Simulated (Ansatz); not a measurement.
An ordered 8-atom cell of AlGa₃As₄ on the zincblende lattice (P-43m) at its r2SCAN geometry, run in Ansatz at 3 levels of theory. The calculation is non-magnetic, and the structure need not be a phase that has been made.

The PBE+SOC input:
```yaml
crystal:
  lattice:
    - [5.6700339051, 0.0, 0.0]
    - [0.0, 5.6700339051, 0.0]
    - [0.0, 0.0, 5.6700339051]
  atoms:
    - { symbol: Al, position: [0.0, 0.0, 0.0] }
    - { symbol: As, position: [0.2497401046, 0.2497401046, 0.2497401046] }
    - { symbol: Ga, position: [0.5, 0.5, 0.0] }
    - { symbol: As, position: [0.7502598954, 0.7502598954, 0.2497401046] }
    - { symbol: Ga, position: [0.5, 0.0, 0.5] }
    - { symbol: As, position: [0.7502598954, 0.2497401046, 0.7502598954] }
    - { symbol: Ga, position: [0.0, 0.5, 0.5] }
    - { symbol: As, position: [0.2497401046, 0.7502598954, 0.7502598954] }
kpoints:
  mp_grid: { grid: [4, 4, 4] }
  band_path:
    path: [[0.0, 0.0, 0.0], [0.0, 0.5, 0.0], [0.5, 0.5, 0.0], [0.5, 0.5, 0.5]]
    npoints: 1
hamiltonian:
  xc: pbe
scf:
  occupations: { method: fermi_dirac, width: 0.02 }
  n_extra_bands: 12
magnetization:
  noncollinear: true
  spin_orbit: true
output:
  forces: true
  stress: true
  eigenvalues: true
```

Main results, then, where recorded, the levels near the gap in eV from the Fermi energy (columns number the bands from 0), one row a point of the path (Γ, X, M, R):
```
Crystal: 8 atoms, lattice volume = 182.288 Å³
Symmetry: 24 space group operations + 24 with time reversal
Magnetic group: BNS 215.71 (UNI 1573)
```
```
Basis set: ecut = 420 eV, 3575 PW (Γ)
k-points: 10 of 64 (time reversal used)
SCF 1 converged in 9 iterations: F = -31314.853527 eV  dr2 = 1.63e-8
Free energy (F): -31314.853527 eV
Fermi energy:    8.074817 eV
--- Forces (eV/Å), atoms counted from 1 ---
  atom   1  Al      0.00000      0.00000      0.00000
  atom   2  As    -0.02777    -0.02777    -0.02777
  atom   3  Ga      0.00000      0.00000      0.00000
  atom   4  As      0.02777      0.02777    -0.02777
  atom   5  Ga      0.00000      0.00000      0.00000
  atom   6  As      0.02777    -0.02777      0.02777
  atom   7  Ga      0.00000      0.00000      0.00000
  atom   8  As    -0.02777      0.02777      0.02777
--- Stress (GPa, compression-positive) ---
        2.521656       0.000000       0.000000
        0.000000       2.521656       0.000000
        0.000000       0.000000       2.521656
  P = ⅓ Tr σ = 2.5217 GPa (25.217 kbar)
```
```tsv
band_94	band_95	band_96	band_97	band_98	band_99	band_100	band_101	band_102	band_103	band_104	band_105	band_106	band_107
-2.904	-2.904	-0.678	-0.678	-0.355	-0.355	-0.355	-0.355	0.341	0.341	1.040	1.040	1.040	1.040
-2.136	-2.136	-2.063	-2.063	-2.008	-2.008	-1.918	-1.918	1.573	1.573	1.766	1.766	2.861	2.861
-1.607	-1.607	-1.596	-1.596	-1.574	-1.574	-1.515	-1.515	2.231	2.231	2.375	2.375	2.378	2.378
-1.431	-1.431	-1.431	-1.431	-1.363	-1.363	-1.363	-1.363	0.584	0.584	0.584	0.584	0.593	0.593
```

PBE+SOC gives a direct gap of 0.70 eV at Γ.

HSE06. Against the first input these blocks differ (the band path and keys that only write files left aside):
```yaml
hamiltonian:
  xc: hse06
scf:
  occupations: { method: fixed }
  n_extra_bands: 6
```
(magnetization left out)

```
Basis set: ecut = 420 eV, 3575 PW (Γ)
k-points: 10 of 64 (time reversal used)
SCF 1 stopped early in 4 iterations: F = -31314.102642 eV  dr2 = 4.00e-5
Exchange kernel: α = 0.2500, screened, ω = 0.2079 Å⁻¹, Wigner–Seitz truncation, v(0) = 1046.5844 eV·Å³, q-mesh 4×4×4
SCF 2 stopped early in 7 iterations: F = -31321.114970 eV  dr2 = 5.60e-6
hybrid outer 1: dexx = +4.115e-2 eV, tail = 2.57e-4 eV
SCF 3 converged in 6 iterations: F = -31321.115434 eV  dr2 = 5.65e-10
hybrid outer 2: dexx = +6.540e-6 eV, tail = 1.46e-7 eV, Δε = 3.09e-3 eV, ΔF = 3.16e-3 eV/Å
SCF 4 converged in 2 iterations: F = -31321.115434 eV  dr2 = 1.06e-9
hybrid outer 3: dexx = +3.031e-9 eV, tail = 3.46e-9 eV, Δε = 7.90e-5 eV, ΔF = 5.66e-5 eV/Å
Free energy (F): -31321.115434 eV
Fermi energy:    7.203054 eV
--- Forces (eV/Å), atoms counted from 1 ---
  atom   1  Al      0.00000      0.00000      0.00000
  atom   2  As    -0.00815    -0.00815    -0.00815
  atom   3  Ga      0.00000      0.00000      0.00000
  atom   4  As      0.00815      0.00815    -0.00815
  atom   5  Ga      0.00000      0.00000      0.00000
  atom   6  As      0.00815    -0.00815      0.00815
  atom   7  Ga      0.00000      0.00000      0.00000
  atom   8  As    -0.00815      0.00815      0.00815
--- Stress (GPa, compression-positive) ---
        0.502104       0.000000       0.000000
        0.000000       0.502104       0.000000
        0.000000       0.000000       0.502104
  P = ⅓ Tr σ = 0.5021 GPa (5.021 kbar)
```
```tsv
band_47	band_48	band_49	band_50	band_51	band_52	band_53
-2.737	0.000	0.000	0.000	1.670	2.095	2.095
-1.760	-1.760	-1.639	-1.639	2.722	2.902	4.138
-1.229	-1.229	-1.227	-1.134	3.504	3.652	3.652
-1.110	-1.072	-1.072	-1.072	1.799	1.799	1.799
```

With HSE06 the gap is 1.67 eV and direct, at Γ. At this geometry HSE06 finds +0.5 GPa, compression counted positive: its own equilibrium volume is larger. The stress of a hybrid is loosely converged here.

Problem. In the first input these blocks are replaced (the band path and keys that only write files left aside):
```yaml
hamiltonian:
  xc: pbe0
scf:
  occupations: { method: fixed }
  n_extra_bands: 6
```
(magnetization left out)
What comes out?

Solution.
```
Basis set: ecut = 420 eV, 3575 PW (Γ)
k-points: 10 of 64 (time reversal used)
SCF 1 stopped early in 4 iterations: F = -31314.102555 eV  dr2 = 4.13e-5
Exchange kernel: α = 0.2500, full range, Wigner–Seitz truncation, v(0) = 17629.2635 eV·Å³, q-mesh 4×4×4
SCF 2 stopped early in 6 iterations: F = -31321.233940 eV  dr2 = 1.30e-5
hybrid outer 1: dexx = +5.703e-2 eV, tail = 3.09e-4 eV
SCF 3 converged in 6 iterations: F = -31321.234610 eV  dr2 = 1.44e-9
hybrid outer 2: dexx = +1.326e-5 eV, tail = 2.41e-7 eV, Δε = 4.01e-3 eV, ΔF = 3.10e-3 eV/Å
SCF 4 converged in 2 iterations: F = -31321.234611 eV  dr2 = 1.45e-9
hybrid outer 3: dexx = +4.066e-9 eV, tail = 3.99e-9 eV, Δε = 7.10e-5 eV, ΔF = 1.38e-5 eV/Å
Free energy (F): -31321.234611 eV
Fermi energy:    6.886628 eV
--- Forces (eV/Å), atoms counted from 1 ---
  atom   1  Al      0.00000      0.00000      0.00000
  atom   2  As    -0.00331    -0.00331    -0.00331
  atom   3  Ga      0.00000      0.00000      0.00000
  atom   4  As      0.00331      0.00331    -0.00331
  atom   5  Ga      0.00000      0.00000      0.00000
  atom   6  As      0.00331    -0.00331      0.00331
  atom   7  Ga      0.00000      0.00000      0.00000
  atom   8  As    -0.00331      0.00331      0.00331
--- Stress (GPa, compression-positive) ---
        0.309205       0.000000       0.000000
        0.000000       0.309205       0.000000
        0.000000       0.000000       0.309205
  P = ⅓ Tr σ = 0.3092 GPa (3.092 kbar)
```
```tsv
band_47	band_48	band_49	band_50	band_51	band_52	band_53
-2.792	0.000	0.000	0.000	2.251	2.730	2.730
-1.806	-1.806	-1.683	-1.683	3.358	3.538	4.797
-1.263	-1.263	-1.259	-1.163	4.154	4.302	4.302
-1.135	-1.095	-1.095	-1.095	2.407	2.407	2.407
```
The PBE0 gap is direct at Γ: 2.25 eV. The mean stress, +0.3 GPa, is small, and the program warns that its thresholds are loose for a hybrid's stress.

Totals of different functionals, or with and without spin-orbit coupling, can't be compared.

Only the levels marked +SOC include spin-orbit coupling.

The meshes of the hybrids are coarse, so their gaps aren't converged to the digits shown.
